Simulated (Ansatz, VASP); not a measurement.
CdS: VASP beside Ansatz

File POSCAR:

```
CdS
1.0
    0.0000000000      2.9392146858      2.9392146858
    2.9392146858      0.0000000000      2.9392146858
    2.9392146858      2.9392146858      0.0000000000
Cd S
1 1
Direct
    0.0000000000      0.0000000000      0.0000000000
    0.2500000000      0.2500000000      0.2500000000
```

The input INCAR.step1:

```
ALGO     = Normal         # electronic algorithm
EDIFF    = 1E-5           # SCF threshold, eV
ENCUT    = 520            # plane-wave cutoff, eV
GGA      = PE             # functional
ISIF     = 2              # what is computed and relaxed
ISMEAR   = 0              # smearing method
LASPH    = T              # aspherical terms in the spheres
LCHARG   = F              # write CHGCAR
LREAL    = F              # projectors in reciprocal space
LWAVE    = T              # write WAVECAR
NBANDS   = 16             # bands
NELM     = 100            # most SCF steps
PREC     = Accurate       # precision mode
SIGMA    = 0.01           # smearing width, eV
```

Contents of INCAR.step2:

```
ALGO     = Normal         # electronic algorithm
EDIFF    = 1E-6           # SCF threshold, eV
ENCUT    = 520            # plane-wave cutoff, eV
GGA      = PE             # functional
HFSCREEN = 0.2079         # screening, 1/A
ISIF     = 2              # what is computed and relaxed
ISMEAR   = 0              # smearing method
ISTART   = 1            
LASPH    = T              # aspherical terms in the spheres
LCHARG   = F              # write CHGCAR
LHFCALC  = T              # exact exchange
LREAL    = F              # projectors in reciprocal space
LWAVE    = F              # write WAVECAR
NBANDS   = 16             # bands
NELM     = 100            # most SCF steps
PREC     = Accurate       # precision mode
PRECFOCK = Normal       
SIGMA    = 0.01           # smearing width, eV
```

File KPOINTS:

```
k-points
0
Gamma
  6 6 6
```

Input for Ansatz:

```yaml
crystal:
  lattice:
    - [0.0, 2.9392146858, 2.9392146858]
    - [2.9392146858, 0.0, 2.9392146858]
    - [2.9392146858, 2.9392146858, 0.0]
  atoms:
    - { symbol: Cd, position: [0.0, 0.0, 0.0] }
    - { symbol: S, position: [0.25, 0.25, 0.25] }
kpoints:
  mp_grid: { grid: [6, 6, 6] }
  band_path:
    path:
      - [0.0, 0.0, 0.0]
      - [-0.5, -0.5, 0.0]
      - [-0.375, -0.375, 0.25]
      - [-0.375, 0.0, 0.375]
      - [0.0, 0.0, 0.5]
      - [-0.5, -0.25, 0.25]
    npoints: 1
hamiltonian:
  xc: hse06
scf:
  occupations: { method: fixed }
  n_extra_bands: 4
output:
  forces: true
  stress: true
  eigenvalues: true
```

Alike in both runs: task single point; functional HSE06; k mesh 6 × 6 × 6; no spin polarisation.

|  | VASP | Ansatz |
| --- | --- | --- |
| version | VASP 6.6.1 | Ansatz 0.2.0 |
| potentials or method | VASP PAW PBE potentials, release 64 (Cd, S) | plane waves, PAW |
| plane-wave cutoff (eV) | 520 | 420 |
| occupations | gaussian, width 0.01 eV | fixed |
| valence electrons in the cell | 18 | 26 |

Ansatz gave:

| Property | Result |
| --- | --- |
| gap on the k mesh at the Fermi level (eV) | 2.11 |
| pressure (GPa) | 0.2 |

Problem. What did VASP give for the same quantities?

Solution. gap on the k mesh at the Fermi level (eV): 2.11; pressure (GPa): 0.5.

The two sets of potentials don't hold the same shells in valence. Ansatz warned: «stress_exchange_threshold_loose».

Caveats: the PAW data sets were made with another functional, which shifts forces and pressure a little (VASP).
